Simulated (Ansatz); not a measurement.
# Rh: the cost of one run

Method: DFT PBE, scalar-relativistic, plane waves, PAW, in Ansatz 0.2.0.

2 further runs of the same task are left out: 2 set aside as unsound or not needed.

### 1 The structure to begin with

The structure is hexagonal, space group P6_3/mmc (No. 194). Conventional cell: a = 2.729 Å, b = 2.729 Å, c = 4.393 Å, α = 90.00°, β = 90.00°, γ = 120.00°. Rh (site symmetry -6m2) is surrounded by 12 Rh at 2.70 to 2.73 Å.

Structure file:

```
Rh
1.0
     2.72851    0.00000    0.00000
    -1.36426    2.36296    0.00000
     0.00000    0.00000    4.39286
Rh
2
Direct
  0.66667 0.33333 0.75000
  0.33333 0.66667 0.25000
```

It goes back to an entry of the Materials Project, which need not be the stable form.

This cell was relaxed beforehand with the same method: volume 14.16 Å³/atom, gap on the mesh none (metal).

### 2 Relaxing at 3 GPa

At a set pressure the run lowers the enthalpy E + PV, so the energy alone may rise along the way.

Contents of input.yaml:

```yaml
crystal:
  lattice:
    - [2.7285108022, 0.0, 0.0]
    - [-1.3642554011, 2.3629596692, 0.0]
    - [0.0, 0.0, 4.3928611498]
  atoms:
    - { symbol: Rh, position: [0.6666666667, 0.3333333333, 0.75] }
    - { symbol: Rh, position: [0.3333333333, 0.6666666667, 0.25] }
basis:
  ecutwfc: 420
kpoints:
  mp_grid: { grid: [18, 18, 10] }
hamiltonian:
  xc: pbe
scf:
  occupations: { method: fermi_dirac, width: 0.15 }
output:
  forces: true
  stress: true
  eigenvalues: true
relax:
  adjacent_minimum: "off"
  f_tol: 0.001
  max_steps: 60
  cell: { stress_tol: 0.02, p_target: 3.0 }
```

Run with:

```console
$ ansatz run input.yaml --threads 1 --pin off --max-ram 3072MiB --backend cpu --events-out ev --progress --plain --runs-dir out
```

**Question.** How long does this run take on 1 thread of AMD EPYC 9R45 (Zen 5), shared host, and how much memory does it need?

About 14 s, with a peak of 0.46 GiB.
